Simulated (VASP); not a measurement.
Wanted: the native input for a VASP 6.6.1 run.

```yaml
Task: band structure
Functional: TB-mBJ
Potentials_or_basis: VASP PAW PBE potentials, release 64 (Cd, O)
Cutoff: 520 eV
k_mesh: 7 × 7 × 7
Occupations: fermi-dirac, width 0.05 eV
Spin: spin-orbit coupling, no magnetisation
Further_INCAR_settings: ALGO = Normal; EDIFF = 1e-06; NBANDS = 30
```

The system is CdO (Monteponite).

```
Cd O
1.0
     0.00000    2.34950    2.34950
     2.34950    0.00000    2.34950
     2.34950    2.34950    0.00000
Cd O
1 1
Direct
  0.00000 0.00000 0.00000
  0.50000 0.50000 0.50000
```

The input as run:

POSCAR

```
CdO
1.0
    0.0000000000      2.3495000000      2.3495000000
    2.3495000000      0.0000000000      2.3495000000
    2.3495000000      2.3495000000      0.0000000000
Cd O
1 1
Direct
    0.0000000000      0.0000000000      0.0000000000
    0.5000000000      0.5000000000      0.5000000000
```

INCAR.step1

```
SYSTEM = CdO
PREC     = Accurate       ! precision mode
ENCUT    = 520            ! plane-wave cutoff, eV
EDIFF    = 1E-5           ! SCF threshold, eV
ISMEAR   = -1             ! smearing method
SIGMA    = 0.05           ! smearing width, eV
LREAL    = .False.        ! projectors in reciprocal space
LASPH    = .True.         ! aspherical terms in the spheres
NELM     = 100            ! most SCF steps
ALGO     = Normal         ! electronic algorithm
ISIF     = 2              ! what is computed and relaxed
LWAVE    = .True.         ! write WAVECAR
LCHARG   = .False.        ! write CHGCAR
MAGMOM   = 0 0 0 0 0 0    ! initial moments
LORBIT   = 11             ! projections on sites
LSORBIT  = .True.         ! spin-orbit coupling
GGA_COMPAT= .False.      
NBANDS   = 30             ! bands
GGA      = PE             ! functional
```

INCAR.step2

```
SYSTEM = CdO
PREC     = Accurate       ! precision mode
ENCUT    = 520            ! plane-wave cutoff, eV
EDIFF    = 1E-6           ! SCF threshold, eV
ISMEAR   = -1             ! smearing method
SIGMA    = 0.05           ! smearing width, eV
LREAL    = .False.        ! projectors in reciprocal space
LASPH    = .True.         ! aspherical terms in the spheres
NELM     = 100            ! most SCF steps
ALGO     = Normal         ! electronic algorithm
ISIF     = 2              ! what is computed and relaxed
LWAVE    = .False.        ! write WAVECAR
LCHARG   = .False.        ! write CHGCAR
MAGMOM   = 0 0 0 0 0 0    ! initial moments
LORBIT   = 11             ! projections on sites
LSORBIT  = .True.         ! spin-orbit coupling
GGA_COMPAT= .False.      
METAGGA  = MBJ            ! meta-GGA
NBANDS   = 30             ! bands
ISTART   = 1
```

KPOINTS

```
regular mesh
0
Gamma
  7 7 7
  0 0 0
```

KPOINTS_OPT

```
path GXWKGLUWLK,UX
20
line-mode
reciprocal
 0.0000000000  0.0000000000  0.0000000000  G
 0.5000000000  0.0000000000  0.5000000000  X

 0.5000000000  0.0000000000  0.5000000000  X
 0.5000000000  0.2500000000  0.7500000000  W

 0.5000000000  0.2500000000  0.7500000000  W
 0.3750000000  0.3750000000  0.7500000000  K

 0.3750000000  0.3750000000  0.7500000000  K
 0.0000000000  0.0000000000  0.0000000000  G

 0.0000000000  0.0000000000  0.0000000000  G
 0.5000000000  0.5000000000  0.5000000000  L

 0.5000000000  0.5000000000  0.5000000000  L
 0.6250000000  0.2500000000  0.6250000000  U

 0.6250000000  0.2500000000  0.6250000000  U
 0.5000000000  0.2500000000  0.7500000000  W

 0.5000000000  0.2500000000  0.7500000000  W
 0.5000000000  0.5000000000  0.5000000000  L

 0.5000000000  0.5000000000  0.5000000000  L
 0.3750000000  0.3750000000  0.7500000000  K

 0.6250000000  0.2500000000  0.6250000000  U
 0.5000000000  0.0000000000  0.5000000000  X
```

Potentials or basis: VASP PAW PBE potentials, release 64 (Cd, O).

The run is started by

```bash
$ cat potpaw_PBE.64/Cd/POTCAR potpaw_PBE.64/O/POTCAR > POTCAR
$ cp INCAR.step1 INCAR
$ mpirun -np 1 vasp_ncl > vasp.out
$ cp INCAR.step2 INCAR
$ mpirun -np 1 vasp_ncl > vasp.out
```

Results of the run:

```
Valence electrons inside the program's atomic spheres : Cd 10.10; O 5.19
```

Wall time 14 min on 1 thread of Intel(R) Xeon(R) Platinum 8375C CPU @ 2.90GHz (Ice Lake), with other jobs on the host, peak memory 0.29 GiB.
